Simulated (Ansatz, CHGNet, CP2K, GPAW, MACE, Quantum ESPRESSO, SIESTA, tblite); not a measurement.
# What went wrong? SIESTA on twisted 2H-MoSe2/1T-TaS2 bilayer, 21.79° (42 atoms)

Program: SIESTA 5.4.2, a calculation on a cell of 7 Mo, 14 Se, 7 Ta and 14 S, with vacuum.

Contents of input.fdf:

```
SystemLabel cell
NumberOfAtoms 42
NumberOfSpecies 4
%block ChemicalSpeciesLabel
  1 42 Mo
  2 34 Se
  3 73 Ta
  4 16 S
%endblock ChemicalSpeciesLabel
LatticeConstant 1.0 Ang
%block LatticeVectors
  8.79710 0.00000 0.00000
  -4.39855 7.61851 0.00000
  0.00000 0.00000 21.57000
%endblock LatticeVectors
PAO.BasisSize QZ3P
PAO.EnergyShift 0.01 Ry
XC.Functional GGA
XC.Authors PBE
MeshCutoff 300 Ry
%block kgrid_Monkhorst_Pack
  1 0 0 0.0
  0 1 0 0.0
  0 0 1 0.0
%endblock kgrid_Monkhorst_Pack
SolutionMethod diagon
OccupationFunction FD
ElectronicTemperature 580 K
SCF.Mixer.Method Pulay
SCF.Mixer.Weight 0.05
SCF.Mixer.History 8
SCF.Mix Hamiltonian
MaxSCFIterations 60
SCF.DM.Tolerance 1e-04
SCF.H.Tolerance 1.0e-3 eV
WriteForces T
Write.HirshfeldPop T
Write.VoronoiPop T
Write.DM F
Write.H F
XML.Write F
AtomicCoordinatesFormat Fractional
%block AtomicCoordinatesAndAtomicSpecies
  0.18904 0.23383 0.35586 1
  0.24263 0.05682 0.43211 2
  0.24735 0.05319 0.27840 2
  0.33365 0.66054 0.35686 1
  0.38470 0.48322 0.43254 2
  0.37970 0.47730 0.27942 2
  0.47750 0.09653 0.35701 1
  0.52386 0.90182 0.43405 2
  0.52325 0.90353 0.28033 2
  0.62765 0.52577 0.35516 1
[... 28 atom lines left out ...]
  0.90781 0.53524 0.57846 4
  0.85899 0.28838 0.65063 3
  0.09403 0.47861 0.72111 4
  0.05010 0.24001 0.58114 4
%endblock AtomicCoordinatesAndAtomicSpecies
```

Launch:

```console
> OMP_NUM_THREADS=1 siesta < input.fdf > output.txt
```

What it wrote:

```text
Version         : 5.4.2
reinit: System Name:
reinit: System Label: cell
initatom: Reading input for the pseudopotentials and atomic orbitals ----------
Species number:   1 Atomic number:   42 Label: Mo
Species number:   2 Atomic number:   34 Label: Se
Species number:   3 Atomic number:   73 Label: Ta
Species number:   4 Atomic number:   16 Label: S
size_name: Incorrect basis-size option specified, active options are:
  SZ or MINIMAL
  SZP, SZSP, SZ1P, SZP1
  DZ
  DZP, DZSP, DZP1, DZ1P or STANDARD
  DZDP, DZP2, DZ2P
  TZ
  TZP, TZSP, TZP1, TZ1P
  TZDP, TZP2, TZ2P
  TZTP, TZP3, TZ3P
stopping program
Stopping Program from Node:    0
stopping program
Stopping Program from Node:    0
```

Wall time 0.47 s (1 thread of Arm Neoverse V2, shared host); peak memory 0.13 GiB.

Banners, paths, timers and routine set-up lines are dropped from the logs unmarked, and long logs keep their key lines alone; longer cuts are marked.

**Question.** Which part of the input is at fault, and how is it mended?

An unknown basis size: basis QZ3P. The sound run has basis DZP.

The program stopped at the start.

[Also dropped from logs without a mark: logging warnings of Python, and SIESTA's first energy breakdown and zero terms.]

[Logs are printed without paths, hosts, clocks, repeated set-up lines and the standing remarks that a program may print on its own settings, such as how far it seeks lower states.]

[Hosts, paths, dates, database ids (printed as entryN), source tags and the programs' standing remarks are cut or masked in the printed files.]
